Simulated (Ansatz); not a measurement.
# Cu: energy along a strain

Cu, Fm-3m, a = 3.615 Å (as given, not relaxed at this level: 1.8 GPa). Ansatz: PBE, PAW, 420 eV, Γ-centred 22×22×22 mesh on 1 atom, Gaussian smearing 0.15 eV; no spin polarisation. Cell vectors (Å): 0.000 1.808 1.808; 1.808 0.000 1.808; 1.808 1.808 0.000. The cell is strained by x per cent times the pattern (1 1 0 0 0 0) in the order xx yy zz yz xz xy (engineering shears), with fractional coordinates held. y is the free energy over the start, V0 = 11.810 Å³/atom.

| x (%) | y (meV/atom) |
| --- | --- |
| -2.00 | 15.26 |
| -1.50 | 9.47 |
| -1.00 | 5.04 |
| -0.50 | 1.91 |
| 0.00 | 0.00 |
| 0.50 | -0.74 |
| 1.00 | -0.35 |
| 1.50 | 1.09 |
| 1.75 | 2.20 |
| 2.00 | ? |

Fit y = c1 x + c2 x² + c3 x³ to the other rows, get the stiffness along the pattern, and predict the missing energy.

Least squares on the rows shown. y = −2.6190 x + 2.3491 x² − 0.077672 x³. The clamped-ion stiffness p·C·p = 2 × 23.49 eV × 160.2 / 11.810 Å³ = 637 GPa (second derivative at the start, which stands under stress). At x = 2.00 the fit asked for gives 3.54 meV/atom. The run gave 3.56 meV/atom, so the fit is 0.02 meV/atom too low, a small miss on the scale of the series.